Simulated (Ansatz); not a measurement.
# Zr (Im-3m) in Ansatz: reference runs

Reference runs on Zr: the cell as given and a disturbed copy.

Everything below comes from runs of Ansatz 0.2.0. Logs are shortened: lines on timing, memory, paths and dates and some standing lists are left out, and cuts for length are marked.

**1. The structure**

The structure is cubic, space group Im-3m (No. 229). The conventional cell has a = 3.620 Å, b = 3.620 Å, c = 3.620 Å, α = 90.00°, β = 90.00°, γ = 90.00°. Around Zr (site symmetry m-3m) lie 8 Zr at 3.14 Å.

This isn't the form of Zr at room conditions, which is hcp.

**2. Single point, PBE**

Input file input.yaml:

```yaml
crystal:
  lattice:
    - [-1.81, 1.81, 1.81]
    - [1.81, -1.81, 1.81]
    - [1.81, 1.81, -1.81]
  atoms:
    - { symbol: Zr, position: [0.0, 0.0, 0.0] }
kpoints:
  mp_grid: { grid: [10, 10, 10] }
scf:
  occupations: { method: fermi_dirac, width: 0.05 }
hamiltonian:
  xc: pbe
  pseudopotentials: { kind: all_electron, lapw: { basis_error: 0.001 } }
output:
  forces: true
  stress: true
  eigenvalues: true
  populations: true
```

Potentials or basis: all-electron LAPW, scalar-relativistic.

Command:

```bash
> ansatz run input.yaml --threads 1 --pin off --max-ram 2560MiB --backend cpu --events-out ev --progress --plain --runs-dir out
```

What it wrote:

```text
Warning: RAYON_NUM_THREADS=1 ignored (pool sized by the plan → 1); use --threads N
Zr: projections on atomic orbitals take those of the free atom 1s2 2s2 2p6 3s2 3p6 3d10 4s2 4p6 4d2 5s2, of charge +0.00 (hamiltonian.pseudopotentials.projection_atoms)
LAPW: plane waves up to 6.835 Å⁻¹, error target 1.0e-3 eV per atom; small_component_spin mean_spin; Zr in spheres of 1.568 Å, 22 of its electrons in bands, Dirac shells [] (how accurate: hamiltonian.pseudopotentials.lapw.basis_error, Limitations)
Engine: ansatz 0.2.0, x86_64-unknown-linux-gnu
Pseudopotentials: kind: all_electron
Pseudopotential: Zr, LAPW, valence charge 22, lapw/all_electron/scalar/gaussian/Zr, Koelling and Harmon's equation, gaussian nucleus
Functional definition: PBE
  parameter kappa = 0.804
  parameter beta = 0.06672455060314922
  exchange = pbe_x(kappa = kappa, mu = beta*pi^2/3)
  correlation = pbe_c(beta = beta)
Crystal: 1 atoms, lattice volume = 23.719 Å³
Basis set: ecut = 178.00949295909288 eV, 135 PW (Γ), exchange–correlation at level 2
Bands: 15, of which v1, the nominal top of the filled ones, is band 11 counted from 1 (10 counted from 0)
Symmetry: 48 space group operations
Space group: Im-3m (ITA 229), of the structure as read, at distance tolerance 2.9e-5 Å
k-points: 47 of 1000
Non-local potential: Zr, projectors of the file, none
Initial density: superposition of atomic densities (chi_scale 0.1, normalization cell)
Initial wavefunctions: plane waves of lowest kinetic energy (no species holds an atomic orbital)
Functional: x = pbe(κ = 0.804, μ = 0.2195149727645171), c = pbe(β = 0.06672455060314922)
iter 1 solved again at ethr=1.85e-4 eV; its pass at ethr=1.00e-1 eV (dr2=4.07e-2 eV) is discarded
SCF iter   1: F=—  HF=-97927.094802 eV  |F-HF|=—  |Δ(HF+E_count)|=         —  Δρ=1.39e-2  dr2=4.14e-2  ethr=1.85e-4  ⟨swp⟩=2.9  Hψ=4880  notcnv=0
preconditioner: auto → Kerker (q_TF=auto, 2.694 Å⁻¹)  [metal: Δε(μ)=0.071 eV  Ē_g=4.986 eV  σ=0.050 eV  W_gap=0.31  n_scr=12 (ndim 8)  ℏωp=15.2 eV  f_vac=0.000  D(μ)=1.94/eV (n_scr^D=18)]
SCF iter   2: F=—  HF=-97927.030370 eV  |F-HF|=—  |Δ(HF+E_count)|=   6.44e-2  Δρ=6.87e-3  dr2=1.18e-2  ethr=1.85e-4  ⟨swp⟩=2.0  Hψ=2253  notcnv=0
SCF iter   3: F=—  HF=-97927.028270 eV  |F-HF|=—  |Δ(HF+E_count)|=   2.10e-3  Δρ=3.83e-3  dr2=4.25e-3  ethr=5.36e-5  ⟨swp⟩=2.0  Hψ=2084  notcnv=0
SCF iter   4: F=—  HF=-97927.028578 eV  |F-HF|=—  |Δ(HF+E_count)|=   3.08e-4  Δρ=1.39e-3  dr2=6.70e-4  ethr=1.93e-5  ⟨swp⟩=2.0  Hψ=2082  notcnv=0
iter 5 solved again at ethr=1.41e-7 eV; its pass at ethr=3.05e-6 eV (dr2=3.11e-5 eV) is discarded
SCF iter   5: F=—  HF=-97927.028627 eV  |F-HF|=—  |Δ(HF+E_count)|=   4.90e-5  Δρ=3.51e-4  dr2=3.11e-5  ethr=1.41e-7  ⟨swp⟩=2.0  Hψ=3510  notcnv=0
SCF iter   6: F=—  HF=-97927.028628 eV  |F-HF|=—  |Δ(HF+E_count)|=   2.99e-7  Δρ=8.39e-5  dr2=1.34e-6  ethr=1.41e-7  ⟨swp⟩=2.0  Hψ=2084  notcnv=0
SCF iter   7: F=-97927.028628 eV  HF=-97927.028628 eV  |F-HF|=8.15e-10  |Δ(HF+E_count)|=   5.06e-8  Δρ=7.93e-6  dr2=9.66e-9  ethr=6.11e-9  ⟨swp⟩=2.0  Hψ=2084  notcnv=0
SCF 1 converged in 7 iterations: F = -97927.028628 eV  dr2 = 9.66e-9
SCF converged after 7 iterations
Free energy (F): -97927.028628 eV
Harris-Foulkes:  -97927.028628 eV  (|F-HF|=8.15e-10)
Internal energy: -97927.012356 eV  (E = F + TS)
E sigma→0 (E₀):  -97927.020492 eV
Entropy (-TS):   -0.016272 eV (-16.272 meV/atom)
Fermi energy:    15.201708 eV
--- Per-component energies (eV) ---
  E_band       = -1612.219697
  E_kinetic    = 101147.879214
  E_xc         = -3110.718928
  E_electrostatic = -195964.172643  (all electrons and nuclei)
  E_smearing   = -0.016272  (= −TS)
  E_closure    = 0.000000  (closes the sum)
  E_atoms      = -97919.811540  (free atoms, spherical and without spin; not in F)
  Σ components = -97927.028628   (vs F -97927.028628, Δ=0.00e0)
  Basis errors (estimates in eV, not in F): energy 1.9e-4 per atom: plane waves 1.6e-4 (8.2e-5 summed), levels above the bands 9.1e-65, relativity 5.5e-8, radial functions 3.2e-5, core shells 8.9e-7; eigenvalues (radial functions only) 9.2e-7; not estimated: angular momenta, meshes, grids; target (lapw.basis_error) 1.0e-3; muffin-tin radii Zr 1.568 Å
--- Forces (eV/Å), atoms counted from 1 ---
  atom   1  Zr    -0.00000000     0.00000000     0.00000000
  max |Σ_I F_I| component: 7.23e-31 eV/Å
--- Stress (GPa, compression-positive) ---
       -3.350545      -0.000000       0.000000
       -0.000000      -3.350545       0.000000
        0.000000       0.000000      -3.350545
  P = ⅓ Tr σ = -3.3505 GPa (-33.505 kbar)
--- Band table (eV; the first three rows and the last of 47) ---
  k-point 0: bands = ["-153.3008", "-153.3008", "-153.2979", "-153.2979", "-153.2979", "-33.3549", "-10.9000", "-10.9000", "-10.9000", "9.8282", "16.2733", "16.2733", "16.2733", "18.6936", "18.6936"]
  k-point 1: bands = ["-153.3008", "-153.3008", "-153.2979", "-153.2979", "-153.2979", "-33.3417", "-10.9925", "-10.9285", "-10.9006", "10.1569", "16.0598", "16.1882", "16.5931", "18.4002", "18.6945"]
  k-point 2: bands = ["-153.3008", "-153.3008", "-153.2979", "-153.2979", "-153.2979", "-33.3069", "-11.2285", "-11.0021", "-10.9023", "11.0254", "15.5622", "15.8061", "17.5171", "18.1787", "18.7472"]
  k-point 46: bands = ["-153.3008", "-153.3008", "-153.2979", "-153.2979", "-153.2979", "-33.1145", "-11.5274", "-11.5274", "-11.5274", "12.7045", "12.7045", "20.6743", "20.6743", "20.6743", "22.4179"]
--- Löwdin populations: 1 site ---
  site symbol       q [e]
     0     Zr     39.9412
  spilling = 0.001469 (of n_electrons = 40.000000)
```

It took 2 s on 1 thread of Intel Xeon 6975P-C (Granite Rapids), shared host; peak memory 0.27 GiB.

Results:

| Quantity | Value |
| --- | --- |
| Free energy | -97927.0286 eV |
| Pressure | -3.4 GPa |
| Band gap on the k mesh | none (metal or under the smearing width) |

**3. Equation of state, PBE**

Potentials or basis: all-electron LAPW, scalar-relativistic.

This step only gathers the single runs of the series.

Results:

```
Equilibrium volume                      : 22.74 Å³/atom
Bulk modulus                            : 84 GPa
Pressure derivative of the bulk modulus : 2.9
```

Energy against volume, from the lowest point:
```tsv
volume (Å³/atom)	energy (meV/atom)
22.296	2.31
22.770	0.00
23.245	2.93
23.719	10.61
24.193	22.66
24.668	38.76
25.142	58.63
```

**4. Single point, PBE (cell strained at random at fixed volume)**

input.yaml: that of step 2 with these lines changed.

```diff
@@ -2,7 +2,7 @@
   lattice:
-    - [-1.81, 1.81, 1.81]
-    - [1.81, -1.81, 1.81]
-    - [1.81, 1.81, -1.81]
+    - [-1.844271, 1.860235, 1.77457]
+    - [1.879124, -1.871496, 1.820684]
+    - [1.75054, 1.777765, -1.785831]
   atoms:
-    - { symbol: Zr, position: [0.0, 0.0, 0.0] }
+    - { symbol: Zr, position: [0.022387, -0.003988, 0.012007] }
 kpoints:
```

Potentials or basis: all-electron LAPW, scalar-relativistic.

Command:

```bash
> ansatz run input.yaml --threads 1 --pin off --max-ram 2560MiB --backend cpu --events-out ev --progress --plain --runs-dir out
```

What it wrote:

```text
Warning: RAYON_NUM_THREADS=1 ignored (pool sized by the plan → 1); use --threads N
Zr: projections on atomic orbitals take those of the free atom 1s2 2s2 2p6 3s2 3p6 3d10 4s2 4p6 4d2 5s2, of charge +0.00 (hamiltonian.pseudopotentials.projection_atoms)
LAPW: plane waves up to 6.970 Å⁻¹, error target 1.0e-3 eV per atom; small_component_spin mean_spin; Zr in spheres of 1.534 Å, 22 of its electrons in bands, Dirac shells [] (how accurate: hamiltonian.pseudopotentials.lapw.basis_error, Limitations)
Engine: ansatz 0.2.0, x86_64-unknown-linux-gnu
Pseudopotentials: kind: all_electron
Pseudopotential: Zr, LAPW, valence charge 22, lapw/all_electron/scalar/gaussian/Zr, Koelling and Harmon's equation, gaussian nucleus
Functional definition: PBE
  parameter kappa = 0.804
  parameter beta = 0.06672455060314922
  exchange = pbe_x(kappa = kappa, mu = beta*pi^2/3)
  correlation = pbe_c(beta = beta)
Crystal: 1 atoms, lattice volume = 23.719 Å³
Basis set: ecut = 185.09014681392648 eV, 139 PW (Γ), exchange–correlation at level 2
Bands: 15, of which v1, the nominal top of the filled ones, is band 11 counted from 1 (10 counted from 0)
Symmetry: 2 space group operations
Space group: P-1 (ITA 2), of the structure as read, at distance tolerance 2.9e-5 Å
k-points: 504 of 1000
Non-local potential: Zr, projectors of the file, none
Initial density: superposition of atomic densities (chi_scale 0.1, normalization cell)
Initial wavefunctions: plane waves of lowest kinetic energy (no species holds an atomic orbital)
Functional: x = pbe(κ = 0.804, μ = 0.2195149727645171), c = pbe(β = 0.06672455060314922)
iter 1 solved again at ethr=2.15e-4 eV; its pass at ethr=1.00e-1 eV (dr2=4.74e-2 eV) is discarded
[... 10 lines left out ...]
SCF converged after 7 iterations
Free energy (F): -97927.022599 eV
Harris-Foulkes:  -97927.022599 eV  (|F-HF|=1.22e-8)
Internal energy: -97927.006985 eV  (E = F + TS)
E sigma→0 (E₀):  -97927.014792 eV
Entropy (-TS):   -0.015614 eV (-15.614 meV/atom)
Fermi energy:    15.176310 eV
--- Per-component energies (eV) ---
  E_band       = -1612.253086
  E_kinetic    = 101147.860147
  E_xc         = -3110.732210
  E_electrostatic = -195964.134922  (all electrons and nuclei)
  E_smearing   = -0.015614  (= −TS)
  E_closure    = 0.000000  (closes the sum)
  E_atoms      = -97919.811540  (free atoms, spherical and without spin; not in F)
  Σ components = -97927.022599   (vs F -97927.022599, Δ=0.00e0)
  Basis errors (estimates in eV, not in F): energy 2.1e-4 per atom: plane waves 1.7e-4 (9.2e-5 summed), levels above the bands 2.6e-66, relativity 5.4e-8, radial functions 3.9e-5, core shells 1.6e-6; eigenvalues (radial functions only) 9.7e-7; not estimated: angular momenta, meshes, grids; target (lapw.basis_error) 1.0e-3; muffin-tin radii Zr 1.534 Å
--- Forces (eV/Å), atoms counted from 1 ---
  atom   1  Zr     0.00000000     0.00000000     0.00000000
  max |Σ_I F_I| component: 0.00e0 eV/Å
--- Stress (GPa, compression-positive) ---
       -3.261417       1.397116      -0.584956
        1.397116      -3.269832       0.354349
       -0.584956       0.354349      -3.425311
  P = ⅓ Tr σ = -3.3189 GPa (-33.189 kbar)
--- Band table (eV; the first three rows and the last of 504) ---
  k-point 0: bands = ["-153.3022", "-153.3001", "-153.2996", "-153.2969", "-153.2960", "-33.3585", "-10.9518", "-10.8971", "-10.8502", "9.8315", "15.9564", "16.1351", "16.6582", "18.6954", "18.7842"]
  k-point 1: bands = ["-153.3022", "-153.3001", "-153.2996", "-153.2969", "-153.2960", "-33.3430", "-10.9607", "-10.9520", "-10.9223", "10.1763", "16.1168", "16.3300", "16.4284", "18.2475", "18.7273"]
  k-point 2: bands = ["-153.3022", "-153.3001", "-153.2996", "-153.2969", "-153.2960", "-33.3019", "-11.2175", "-11.0258", "-10.9391", "11.0824", "15.8117", "15.9703", "17.3233", "17.8054", "18.6571"]
  k-point 503: bands = ["-153.3022", "-153.3001", "-153.2996", "-153.2969", "-153.2960", "-33.1136", "-11.6169", "-11.5273", "-11.4543", "12.6996", "12.7077", "20.2431", "20.7024", "21.0511", "22.1575"]
--- Löwdin populations: 1 site ---
  site symbol       q [e]
     0     Zr     39.9412
  spilling = 0.001469 (of n_electrons = 40.000000)
```

It took 16 s on 1 thread of Intel Xeon 6975P-C (Granite Rapids), shared host; peak memory 0.54 GiB.

Results:

```
Free energy            : -97927.0226 eV
Pressure               : -3.3 GPa
Band gap on the k mesh : none (metal or under the smearing width)
```

Stress tensor (GPa, compression positive):
```
-3.26  1.40 -0.58
 1.40 -3.27  0.35
-0.58  0.35 -3.43
```

**5. The runs side by side**

```tsv
task	cell	cutoff (eV)	basis error allowed	gap on the mesh (eV)	pressure (GPa)
single point	as given	178	0.001 eV/atom	none	-3.4
equation of state	as given	-	0.0005 eV/atom	-	-
single point	cell strained at random at fixed volume	185	0.001 eV/atom	none	-3.3
```

Alike in all rows: level PBE; potentials or basis all-electron LAPW, scalar-relativistic; no spin polarisation; k mesh 10 × 10 × 10; smearing fermi-dirac 0.05 eV.

Compare energies only between runs with the same functional and basis.
